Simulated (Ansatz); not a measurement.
# NbH2: pressure against volume scale

Periodic Kohn-Sham DFT of a crystal at fixed atoms, scaled to volume_scale times the given cell; pressure positive in compression, energy less spherical unpolarised free atoms, largest_vzz the field gradient of largest size among the nuclei. The results are calculated, by Ansatz 0.2.0.

The cell before it is scaled or strained (space group Fm-3m, No. 225):
```
NbH2
1.0
      0.0000     2.2815     2.2815
      2.2815     0.0000     2.2815
      2.2815     2.2815     0.0000
Nb H
1 2
Direct
  0.00000 0.00000 0.00000
  0.25000 0.25000 0.25000
  0.75000 0.75000 0.75000
```

Settings of every row: method frozen-core PAW; functional LDA; relativity scalar; k mesh 15x15x15; filling fermi-dirac; smearing width 0.03 eV; wave cutoff 420 eV; paw set soft_2.

Atom start moment: 0 on all atoms.

Limits: PAW files made with PBE.

| row | volume scale | V (Å³/atom) | pressure (GPa) |
| --- | --- | --- | --- |
| 1 | 0.94 | 7.442 | 3.547 |
| 2 | 0.96 | 7.6 | ? |
| 3 | 0.98 | 7.759 | -4.653 |
| 4 | 0.99 | 7.838 | -6.446 |
| 5 | 1 | 7.917 | -8.147 |
| 6 | 1.01 | 7.996 | -9.76 |
| 7 | 1.02 | 8.076 | -11.29 |
| 8 | 1.04 | 8.234 | -14.118 |
| 9 | 1.06 | 8.392 | -16.661 |

Question: what pressure should row 2 give?

Worked fit of pressure. Take u = (V_r/V)^(2/3) − 1 with V_r = 7.9565 Å³ an atom, which is twice the finite (Eulerian) strain; such expansions in the strain, on which the Birch-Murnaghan equation of state is built, carry the rest volume and the bulk modulus. The shown rows have u = 0.04557, 0.0169, 0.01005, 0.00332, -0.0033, -0.00989, -0.0226, -0.0349. Least squares give pressure = −8.9593 + 243.808 × u + 670.47 × u² GPa; a straight line predicts inner rows, each left out in turn, worse (root mean square 0.35 against 0.01 GPa). The rows lie off it by 0.004, -0.006, -0.005, -0.005, -0.003, 0.015, 0.009, -0.009 (root mean square 0.0079 GPa). The pressure vanishes at u = 0.0336, or V = 7.571 Å³ an atom, and there the bulk modulus at fixed shape and fractions is B = −V dP/dV = (2/3)(1 + u) dP/du = 199 GPa. The withheld row has u = 0.03103, so the fit gives −8.9593 + 243.808 × (0.03103) + 670.47 × (0.03103)² = -0.748 GPa.

The calculation gave -0.769 GPa. The fit lies 0.021 GPa (2.7 % of the value, 0.1 % of the column's range) above it; its largest miss of a shown row is 0.015 GPa.
